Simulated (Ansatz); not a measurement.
# Ti: band structure with LDA

Ti:

```
Ti
1.0
     0.00000    2.03000    2.03000
     2.03000    0.00000    2.03000
     2.03000    2.03000    0.00000
Ti
1
Direct
  0.00000 0.00000 0.00000
```

This isn't the form of Ti at room conditions, which is hcp.

```yaml
Program: Ansatz 0.2.0
Task: band structure
Functional: LDA
Potentials_or_basis: Ansatz PAW
Cutoff: "420 eV (not typed: the program's choice for these potentials)"
k_mesh: 11 × 11 × 11
Occupations: fermi-dirac, width 0.05 eV
Spin: no spin polarisation
Path: "[[\"G\", \"X\", \"W\", \"K\", \"G\", \"L\", \"U\", \"W\", \"L\", \"K\"], [\"U\", \"X\"]]"
Points_for_each_segment_of_the_path: 14
```

```yaml
Pressure: -5.1 GPa
Band_gap_on_the_k_mesh: none (metal or under the smearing width)
```

Levels at the corners of the path, in eV from the Fermi level:
```tsv
point	band 3	band 4	band 5	band 6	band 7	band 8	band 9	band 10
Γ	-32.15	-32.15	-6.09	0.88	0.88	0.88	2.57	2.57
X	-32.42	-32.42	-2.72	-1.83	3.07	3.71	4.05	4.05
W	-32.65	-32.43	-1.61	-0.39	-0.39	2.18	4.05	8.75
K	-32.60	-32.36	-1.82	-1.27	0.75	2.66	3.60	7.51
Γ	-32.15	-32.15	-6.09	0.88	0.88	0.88	2.57	2.57
L	-32.25	-32.25	-2.66	0.74	0.74	0.82	3.74	3.74
U	-32.60	-32.36	-1.82	-1.27	0.75	2.66	3.60	7.51
W	-32.65	-32.43	-1.61	-0.39	-0.39	2.18	4.05	8.75
L	-32.25	-32.25	-2.66	0.74	0.74	0.82	3.74	3.74
K	-32.60	-32.36	-1.82	-1.27	0.75	2.66	3.60	7.51
U	-32.60	-32.36	-1.82	-1.27	0.75	2.66	3.60	7.51
X	-32.42	-32.42	-2.72	-1.83	3.07	3.71	4.05	4.05
```

Wall time 0.87 s on 2 threads of Arm Neoverse V1, on a shared host, peak memory 0.25 GiB.

Caveat: the PAW data sets come from PBE, with cores solved anew for the run's functional, which leaves a small shift of forces and pressure.
